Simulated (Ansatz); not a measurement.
# BP (F-43m) in Ansatz: single point with PBE

Aim: the single point of BP with PBE.

All numbers are computed with Ansatz 0.2.0; they aren't measurements. Logs are shortened: lines on timing, memory, paths and dates and some standing lists are left out, and cuts for length are marked.

### 1 The structure

It takes space group F-43m (No. 216, cubic). The conventional cell has a = 4.538 Å, b = 4.538 Å, c = 4.538 Å, α = 90.00°, β = 90.00°, γ = 90.00°. Around P (site symmetry -43m) lie 4 B at 1.97 Å. Around B (site symmetry -43m) lie 4 P at 1.97 Å.

### 2 Single point, PBE

File input.yaml:

```yaml
crystal:
  lattice:
    - [0.0, 2.269, 2.269]
    - [2.269, 0.0, 2.269]
    - [2.269, 2.269, 0.0]
  atoms:
    - { symbol: P, position: [0.75, 0.75, 0.75] }
    - { symbol: B, position: [0.0, 0.0, 0.0] }
kpoints:
  mp_grid: { grid: [10, 10, 10] }
scf:
  occupations: { method: gaussian, width: 0.012 }
hamiltonian:
  xc: pbe
  pseudopotentials: { kind: all_electron, lapw: { basis_error: 0.001 } }
output:
  forces: true
  stress: true
  eigenvalues: true
```

Potentials or basis: all-electron LAPW, scalar-relativistic.

Run with:

```bash
$ ansatz run input.yaml --threads 1 --pin off --max-ram 3072MiB --backend cpu --events-out ev --progress --plain --runs-dir out
```

The program printed:

```text
Warning: RAYON_NUM_THREADS=1 ignored (pool sized by the plan → 1); use --threads N
LAPW: plane waves up to 8.585 Å⁻¹, error target 1.0e-3 eV per atom; small_component_spin mean_spin; B in spheres of 0.908 Å, 5 of its electrons in bands, Dirac shells []; P in spheres of 1.057 Å, 13 of its electrons in bands, Dirac shells [] (how accurate: hamiltonian.pseudopotentials.lapw.basis_error, Limitations)
Engine: ansatz 0.2.0, aarch64-unknown-linux-gnu
Pseudopotentials: kind: all_electron
Pseudopotential: P, LAPW, valence charge 13, lapw/all_electron/scalar/gaussian/P, Koelling and Harmon's equation, gaussian nucleus
Pseudopotential: B, LAPW, valence charge 5, lapw/all_electron/scalar/gaussian/B, Koelling and Harmon's equation, gaussian nucleus
Functional definition: PBE
  parameter kappa = 0.804
  parameter beta = 0.06672455060314922
  exchange = pbe_x(kappa = kappa, mu = beta*pi^2/3)
  correlation = pbe_c(beta = beta)
Crystal: 2 atoms, lattice volume = 23.363 Å³
Basis set: ecut = 280.78575587466014 eV, 259 PW (Γ), exchange–correlation at level 2
Bands: 13, of which v1, the nominal top of the filled ones, is band 9 counted from 1 (8 counted from 0)
Symmetry: 24 space group operations
Space group: F-43m (ITA 216), of the structure as read, at distance tolerance 2.9e-5 Å
k-points: 47 of 1000 (time reversal used)
Non-local potential: P, projectors of the file, none
Non-local potential: B, projectors of the file, none
Initial density: superposition of atomic densities (chi_scale 0.1, normalization cell, long waves kept (reshape's long-wave potential 0.00 eV rms))
Initial wavefunctions: plane waves of lowest kinetic energy (no species holds an atomic orbital)
Functional: x = pbe(κ = 0.804, μ = 0.2195149727645171), c = pbe(β = 0.06672455060314922)
iter 1 solved again at ethr=1.07e-2 eV; its pass at ethr=1.00e-1 eV (dr2=1.92e0 eV) is discarded
SCF iter   1: F=—  HF=-9986.693827 eV  |F-HF|=—  |Δ(HF+E_count)|=         —  Δρ=8.58e-2  dr2=1.93e0  ethr=1.07e-2  ⟨swp⟩=2.0  Hψ=4531  notcnv=0
preconditioner: auto → none  [insulator: Δε(μ)=1.921 eV  Ē_g=12.925 eV  σ=0.012 eV  W_gap=1.00  n_scr=8 (ndim 8)  ℏωp=21.7 eV  f_vac=0.000  D(μ)=0.00/eV (n_scr^D=0)  ε∞_Penn≈3.8]
iter 2 solved again at ethr=8.48e-4 eV; its pass at ethr=1.07e-2 eV (dr2=1.53e-1 eV) is discarded
SCF iter   2: F=—  HF=-9986.060890 eV  |F-HF|=—  |Δ(HF+E_count)|=   6.33e-1  Δρ=2.78e-2  dr2=1.53e-1  ethr=8.48e-4  ⟨swp⟩=2.0  Hψ=3282  notcnv=0
SCF iter   3: F=—  HF=-9986.023841 eV  |F-HF|=—  |Δ(HF+E_count)|=         —  Δρ=1.10e-2  dr2=2.07e-2  ethr=8.48e-4  ⟨swp⟩=2.0  Hψ=1685  notcnv=0
the basis was enlarged: its passes take 161.9 KiB over the memory plan, 1 of 1 planned eigensolver slots
SCF iter   4: F=—  HF=-9986.021129 eV  |F-HF|=—  |Δ(HF+E_count)|=   2.71e-3  Δρ=1.31e-3  dr2=1.74e-4  ethr=1.15e-4  ⟨swp⟩=2.9  Hψ=1761  notcnv=0
SCF iter   5: F=—  HF=-9986.021241 eV  |F-HF|=—  |Δ(HF+E_count)|=   1.12e-4  Δρ=1.48e-4  dr2=2.85e-6  ethr=9.69e-7  ⟨swp⟩=2.7  Hψ=1646  notcnv=0
SCF iter   6: F=-9986.021244 eV  HF=-9986.021244 eV  |F-HF|=7.83e-8  |Δ(HF+E_count)|=   3.49e-6  Δρ=1.61e-5  dr2=3.19e-8  ethr=1.58e-8  ⟨swp⟩=3.0  Hψ=1652  notcnv=0
SCF 1 converged in 6 iterations: F = -9986.021244 eV  dr2 = 3.19e-8
SCF converged after 6 iterations
Free energy (F): -9986.021244 eV
Harris-Foulkes:  -9986.021244 eV  (|F-HF|=7.83e-8)
Internal energy: -9986.021244 eV  (E = F + TS)
E sigma→0 (E₀):  -9986.021244 eV
Fermi energy:    10.822754 eV
--- Per-component energies (eV) ---
  E_band       = -1264.063969
  E_kinetic    = 10016.164308
  E_xc         = -743.633235
  E_electrostatic = -19258.552317  (all electrons and nuclei)
  E_smearing   = -0.000000  (= −TS)
  E_closure    = 0.000000  (closes the sum)
  E_atoms      = -9973.111326  (free atoms, spherical and without spin; not in F)
  Σ components = -9986.021244   (vs F -9986.021244, Δ=0.00e0)
  Basis errors (estimates in eV, not in F): energy 6.2e-4 per atom: plane waves 6.0e-4 (3.6e-4 summed), levels above the bands 0.0e0, relativity 9.0e-9, radial functions 2.7e-5, core shells 2.8e-13; eigenvalues (radial functions only) 3.0e-6; not estimated: angular momenta, meshes, grids; target (lapw.basis_error) 1.0e-3; muffin-tin radii B 0.908 Å, P 1.057 Å
--- Forces (eV/Å), atoms counted from 1 ---
  atom   1  P      0.00000000    -0.00000000     0.00000000
  atom   2  B     -0.00000000    -0.00000000     0.00000000
  max |Σ_I F_I| component: 1.85e-17 eV/Å
--- Stress (GPa, compression-positive) ---
        1.091171       0.000000      -0.000000
        0.000000       1.091171       0.000000
       -0.000000       0.000000       1.091171
  P = ⅓ Tr σ = 1.0912 GPa (10.912 kbar)
--- Band table (eV; the first three rows and the last of 47) ---
  k-point 0: bands = ["-162.7711", "-158.1671", "-108.6434", "-108.6434", "-108.6434", "-5.2573", "10.1997", "10.1997", "10.1997", "13.6067", "13.6067", "13.6067", "17.5790"]
  k-point 1: bands = ["-162.7711", "-158.1671", "-108.6434", "-108.6434", "-108.6434", "-5.0771", "8.9003", "9.9058", "9.9058", "14.0133", "14.0133", "14.0396", "18.1007"]
  k-point 2: bands = ["-162.7710", "-158.1671", "-108.6434", "-108.6434", "-108.6434", "-4.5436", "6.5601", "9.3477", "9.3477", "14.2347", "14.7304", "14.7304", "19.2738"]
  k-point 46: bands = ["-162.7710", "-158.1671", "-108.6435", "-108.6435", "-108.6435", "-0.1593", "2.0781", "4.6749", "4.8442", "14.8061", "15.6102", "18.4305", "18.8747"]
```

It took 6 s on 1 thread of Arm Neoverse V1, shared host; peak memory 0.23 GiB.

What came out:

```
Free energy            : -9986.0212 eV
Pressure               : 1.1 GPa
Band gap on the k mesh : 1.25 eV, indirect (least direct gap 3.41 eV)
```
